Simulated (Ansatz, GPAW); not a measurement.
Given: the input of a run of Ansatz 0.2.0 on HfN. 

input.yaml

```yaml
crystal:
  lattice:
    - [0.0, 2.256, 2.256]
    - [2.256, 0.0, 2.256]
    - [2.256, 2.256, 0.0]
  atoms:
    - { symbol: Hf, position: [0.0, 0.0, 0.0] }
    - { symbol: "N", position: [0.5, 0.5, 0.5] }
kpoints:
  mp_grid: { grid: [10, 10, 10] }
scf:
  occupations: { method: gaussian, width: 0.027 }
hamiltonian:
  xc: pbe
  pseudopotentials: { kind: all_electron, lapw: { basis_error: 0.001 } }
output:
  forces: true
  stress: true
  eigenvalues: true
```

Potentials or basis: all-electron LAPW, scalar-relativistic.

Launch:

```sh
$ ansatz run input.yaml --threads 1 --pin off --max-ram 3072MiB --backend cpu --events-out ev --progress --plain --runs-dir out
```

Q: What does the same run look like in GPAW 26.7.0 (ASE script)? Potentials or basis there: GPAW PAW data sets (gpaw-data 1.2.1), cutoff 800 eV.

A: As run (cutoffs and basis follow the program's own potentials, and thresholds, step limits or extra output files can differ):

Contents of run.py:

```python
from ase import Atoms
from ase.dft.bandgap import bandgap
from ase.io import write
from ase.units import GPa
from gpaw import GPAW, PW

atoms = Atoms(['Hf', 'N'],
              cell=[[0.0, 2.256, 2.256],
                    [2.256, 0.0, 2.256],
                    [2.256, 2.256, 0.0]],
              scaled_positions=[[0.0, 0.0, 0.0],
                                [0.5, 0.5, 0.5]],
              pbc=True)

calc = GPAW(mode=PW(800),
            xc='PBE',
            kpts={'size': (10, 10, 10), 'gamma': True},
            occupations={'name': 'methfessel-paxton', 'order': 0, 'width': 0.027000000000000003},
            nbands=19,
            convergence={'density': 1e-05, 'energy': 1e-05},
            maxiter=150,
            txt='gpaw.txt')
atoms.calc = calc
energy = atoms.get_potential_energy()
forces = atoms.get_forces()
stress = atoms.get_stress()
calc.write('gs.gpw')
write('result.traj', atoms)
print(f'Energy: {energy:.6f} eV')
print('Forces (eV/A):')
print(forces.round(4))
print('Stress (GPa):', (stress / GPa).round(3))
print('Fermi level:', round(calc.get_fermi_level(), 4), 'eV')
print(f'Gap: {bandgap(calc)[0]:.4f} eV, direct: {bandgap(calc, direct=True)[0]:.4f} eV')
```

Potentials or basis: GPAW PAW data sets (gpaw-data 1.2.1), pw.

Command:

```console
$ OMP_NUM_THREADS=1 python run.py
```

Both were run:

|  | Ansatz | GPAW |
| --- | --- | --- |
| Pressure | 6.7 GPa | 6.7 GPa |

Where Ansatz's input types no cutoff or centring, it takes its own default and a Γ-centred mesh.

Pressure is positive in compression.
